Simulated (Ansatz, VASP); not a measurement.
## Ti: VASP beside Ansatz

The input INCAR:

```
  ALGO = Normal
  EDIFF = 1E-7
  ENCUT = 520
  GGA = PS
  ISIF = 2
  ISMEAR = -1
  LASPH = T
  LCHARG = T
  LELF = T
  LREAL = F
  LVHAR = T
  LWAVE = F
  NBANDS = 12
  NELM = 80
  PREC = Accurate
  SIGMA = 0.05
```

Contents of KPOINTS:

```
k-points
0
Gamma
  11 11 11
```

The input POSCAR:

```
Ti
1.0
    0.0217680000      1.9986910000      2.0313150000
    2.0064570000      0.0029940000      2.0500890000
    2.0395050000      2.0505140000     -0.0300550000
Ti
1
Direct
   -0.0156700000      0.0038100000      0.0066290000
```

Contents of input.yaml:

```yaml
crystal:
  lattice:
    - [0.021768, 1.998691, 2.031315]
    - [2.006457, 0.002994, 2.050089]
    - [2.039505, 2.050514, -0.030055]
  atoms:
    - { symbol: Ti, position: [-0.01567, 0.00381, 0.006629] }
hamiltonian:
  xc: pbesol
  pseudopotentials: { kind: paw }
kpoints:
  mp_grid: { grid: [11, 11, 11] }
scf:
  occupations: { method: fermi_dirac, width: 0.05 }
output:
  forces: true
  stress: true
  eigenvalues: true
```

Change from the starting cell: cell strained at random at fixed volume.

Alike in both runs: task single point; functional PBEsol; k mesh 11 × 11 × 11; occupations fermi-dirac, width 0.05 eV; no spin polarisation.

```csv
,VASP,Ansatz
version,VASP 6.6.1,Ansatz 0.2.0
potentials or method,"VASP PAW PBE potentials, release 64 (Ti_sv)",Ansatz PAW
plane-wave cutoff (eV),520,420
valence electrons in the cell,12,12
```

|  | VASP | Ansatz | Ansatz less VASP |
| --- | --- | --- | --- |
| gap on the k mesh at the Fermi level (eV) | none | none | - |
| pressure (GPa) | -0.7 | -0.4 | +0.29 |
| largest component of the traceless stress (GPa) | 1.80 | 1.80 | 0.000 |

A gap of «none» marks a metal or a gap that the smearing closes.

Caveats: the PAW data sets were made with another functional, which shifts forces and pressure a little (VASP); the PAW data sets come from PBE, with cores solved anew for the run's functional, which leaves a small shift of forces and pressure (Ansatz).
